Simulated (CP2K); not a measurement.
Runs of CP2K 2026.2 on InSe. Symmetry: R3m, No. 160, trigonal system. The conventional cell has a = 4.000 Å, b = 4.000 Å, c = 25.320 Å, α = 90.00°, β = 90.00°, γ = 120.00°. Around In (site symmetry 3m) lie 3 Se at 2.63 Å and 1 In at 2.82 Å. In (site symmetry 3m) has 3 Se at 2.64 Å and 1 In at 2.82 Å as nearest neighbours. Se (site symmetry 3m) is surrounded by 3 In at 2.63 Å. Around Se (site symmetry 3m) lie 3 In at 2.64 Å. 

| level | gap on the mesh (eV) | pressure (GPa) | largest force (eV/Å) |
| --- | --- | --- | --- |
| LDA | (c) | 0.1 | 0.47 |
| PBEsol | 0.29 | 1.1 | 0.46 |
| TASK | 0.89 | (a) | (b) |
| AM05 | 0.36 | 1.6 | (d) |
| WC | 0.29 | 1.2 | 0.46 |

Alike in all rows: task atomic charges; potentials or basis POTENTIAL_UZH In GTH-PBE-q13, Se GTH-PBE-q6; TZVP-MOLOPT-PBE-GTH basis; no spin polarisation; cell as given; k mesh 8 × 8 × 8; smearing fermi-dirac 0.05 eV.

Problem. Estimate the missing entries.

Solution. (a) 3.1; (b) 0.58; (c) 0.18; (d) 0.45.

Caveats: the potentials were made for another functional, which shifts forces and pressure; spin-orbit coupling is left out, which moves the levels of the heavy elements; the basis of atomic orbitals isn't converged, which shifts pressures, moduli and gaps.

A k mesh can miss the band edges, and the runs leave out spin-orbit coupling on In, Se.

Runs at the PBE level aren't shown here.
